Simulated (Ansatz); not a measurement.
# Direct or indirect: HfS2 sheet (P-3m1)

```xyz
3
Lattice="3.6527 0.0000 0.0000 -1.8263 3.1633 0.0000 0.0000 0.0000 17.8900" Properties=species:S:1:pos:R:3 pbc="T T T"
Hf    0.0000    0.0000    8.9450
S     1.8263    1.0544   10.3910
S     0.0000    2.1089    7.4990
```

Method: Ansatz, PBE, independent particles, without spin-orbit coupling, line width 0.1 eV (Gaussian). The band structure gives a fundamental gap of 1.31 eV. The spectrum of vertical transitions near the edge:

| E (eV) | absorbance (%), E ∥ xy |
| --- | --- |
| 0.84 | 0.00 |
| 0.96 | 0.00 |
| 1.08 | 0.00 |
| 1.20 | 0.00 |
| 1.32 | 0.00 |
| 1.44 | 0.00 |
| 1.56 | 0.00 |
| 1.68 | 0.00 |
| 1.80 | 0.00 |
| 1.92 | 0.08 |
| 2.04 | 1.27 |
| 2.16 | 4.01 |
| 2.28 | 7.19 |
| 2.40 | 14.16 |
| 2.52 | 19.78 |
| 2.64 | 18.75 |
| 2.76 | 13.03 |
| 2.88 | 10.16 |
| 3.00 | 8.15 |
| 3.12 | 6.58 |
| 3.24 | 5.41 |
| 3.36 | 4.51 |

Problem. Is the gap direct or indirect, and about where do vertical transitions set in?

Solution. Indirect, by the band path, whose least direct gap is 2.07 eV. The curves fit this: they stay near zero above 1.31 eV and rise only from about 2.1 eV, though a forbidden direct transition would look alike. Lines are broadened by 0.1 eV, which spreads the edge, and phonons, which would give weak absorption from the fundamental gap up, are left out.

Note: cells built here by substitution need not match a known phase.

[Logs are printed without paths, hosts, clocks, repeated set-up lines and the standing remarks that a program may print on its own settings, such as how far it seeks lower states.]
